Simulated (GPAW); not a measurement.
Runs of GPAW 26.7.0 on SrO. Symmetry: Fm-3m, No. 225, cubic system. The conventional cell has a = 5.133 Å, b = 5.133 Å, c = 5.133 Å, α = 90.00°, β = 90.00°, γ = 90.00°. Sr (site symmetry m-3m) is surrounded by 6 O at 2.57 Å. Around O (site symmetry m-3m) lie 6 Sr at 2.57 Å. 

```csv
task,level,potentials or basis,spin,k mesh,cutoff (eV),maxiter,band path,band points,spin axis theta (degrees),spin axis phi (degrees),gap on the mesh (eV),pressure (GPa),V0 of scaled cells (Å³/atom),B0 (GPa)
band structure,rSCAN,"GPAW PAW data sets (gpaw-data 1.2.1), pw","SOC, no magnetisation",7 × 7 × 7,800,150,"GXWKGLUWLK,UX",80,0,0,(c),1.6,-,-
band structure,PBEsol,"PAW data sets generated in the run's folder for this functional, pw","SOC, no magnetisation",7 × 7 × 7,800,150,"GXWKGLUWLK,UX",60,90,45,3.32,(a),-,-
equation of state,PBEsol+D3,"PAW data sets generated in the run's folder for this functional, pw",off,7 × 7 × 7,800,150,-,-,-,-,-,-,(b),97
band structure,GLLB-SC,"the program's PAW data sets (release 1.2.1) made for this functional, pw",off,7 × 7 × 7,800,150,"GXWKGLUWLK,UX",60,-,-,6.95,-,-,-
equation of state,BP86,"PAW data sets generated in the run's folder for this functional, pw",off,7 × 7 × 7,800,150,-,-,-,-,-,-,17.58,85
single point,PBE0,"GPAW PAW data sets (gpaw-data 1.2.1), pw",off,6 × 6 × 6,600,60,-,-,-,-,5.59,-,-,-
```

Alike in all rows: cell as given; smearing fermi-dirac 0.05 eV.

Question: Estimate the missing entries.

Answer: (a) 0.0; (b) 16.61; (c) 3.89.

Caveats: spin-orbit coupling was added after a scalar SCF, so levels and gaps hold it while energy, forces, pressure and moments don't (some runs); this program's spin-orbit splittings come out too wide for heavy elements (some runs); the PAW data sets were made with another functional, which shifts forces and pressure a little (some runs); the mesh misses the band edges, which the band path finds closer together (some runs); the GLLB-SC gap is the Kohn-Sham gap of the path plus the derivative discontinuity (some runs); a model potential gives levels but no total energy (some runs); an odd mesh through Γ misses points on the zone boundary, where band edges often lie (some runs).

A k mesh can miss the band edges, and rows without SOC leave out spin-orbit coupling on Sr.

Runs at the PBE level aren't shown here.
